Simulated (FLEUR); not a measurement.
C under changes of volume

One of the cells (5.672 Å³/atom); the others are scaled copies at fixed shape and fractional positions:

```
C
1.0
     2.52210    0.00000    0.00000
    -1.26105    2.18420    0.00000
     0.00000    0.00000    8.23710
C
8
Cartesian
  1.2611 0.7281 6.9501
  0.0000 1.4561 2.8315
  1.2611 0.7281 5.4056
  0.0000 1.4561 1.2870
  0.0000 0.0000 7.4649
  0.0000 0.0000 3.3463
  0.0000 0.0000 4.8908
  0.0000 0.0000 0.7722
```

This is a hexagonal form of diamond, not graphite.

* Program: FLEUR MaX-R8.1 (later development tree)
* Functional: PW91
* Potentials or basis: all-electron
* Basis: FLAPW
* Kmax: 5.5 1/bohr
* k mesh: 12 × 12 × 4
* Occupations: fermi-dirac, width 0.05 eV
* Spin: no spin polarisation

| volume (Å³/atom) | energy over the lowest point (meV/atom) | gap on the mesh (eV) |
| --- | --- | --- |
| 5.332 | 35.17 | 4.62 |
| 5.445 | 16.13 | 4.56 |
| 5.672 | 0.00 | 4.46 |
| 5.899 | ? | ? |
| 6.012 | 21.45 | 4.32 |

What does the run at 5.899 Å³/atom give?

Energy over the lowest point 8.93 meV/atom; gap on the mesh 4.36 eV.

Worked out: A Birch-Murnaghan fit of order 2 (a polynomial in V^(-2/3)) to the other rows has its minimum at 5.70 Å³/atom with B0 = V·E''(V) = 434 GPa at fixed shape and positions, which overstates the stiffness. It gives 9.03 meV/atom at 5.899 Å³/atom, against the run's 8.93. A straight line through the other rows of the gap, of slope -2.48 eV per unit of ln V, gives 4.37 eV, against the run's 4.36.

Energies are extrapolated to zero smearing.

A mesh can miss the band edges.
